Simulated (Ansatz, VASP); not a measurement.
GaSb: VASP beside Ansatz

```xyz
2
Lattice="-2.7350 2.7350 1.5800 2.7350 -2.7350 1.5800 2.7350 2.7350 -1.5800" Properties=species:S:1:pos:R:3 pbc="T T T"
Sb    0.0000    0.0000    0.0000
Ga    0.0000    2.7350    0.7900
```

Change from the starting cell: volume scaled by 0.98.

Alike in both runs: task single point; functional PBE; k mesh 10 × 10 × 10; occupations fermi-dirac, width 0.05 eV; no spin polarisation.

```csv
,VASP,Ansatz
version,VASP 6.6.1,Ansatz 0.2.0
potentials or method,"VASP PAW PBE potentials, release 64 (Sb, Ga_d)",Ansatz PAW
plane-wave cutoff (eV),520,420
valence electrons in the cell,18,28
```

VASP gave:

| Item | Value |
| --- | --- |
| gap on the k mesh at the Fermi level (eV) | none |
| pressure (GPa) | 1.3 |
| largest component of the traceless stress (GPa) | 0.75 |

Q: What did Ansatz give for the same quantities?

A: gap on the k mesh at the Fermi level (eV): none; pressure (GPa): 1.3; largest component of the traceless stress (GPa): 0.71.

A gap of «none» marks a metal or a gap that the smearing closes. The two sets of potentials don't hold the same shells in valence.

Spin-orbit coupling is left out, which matters for the levels of Sb.
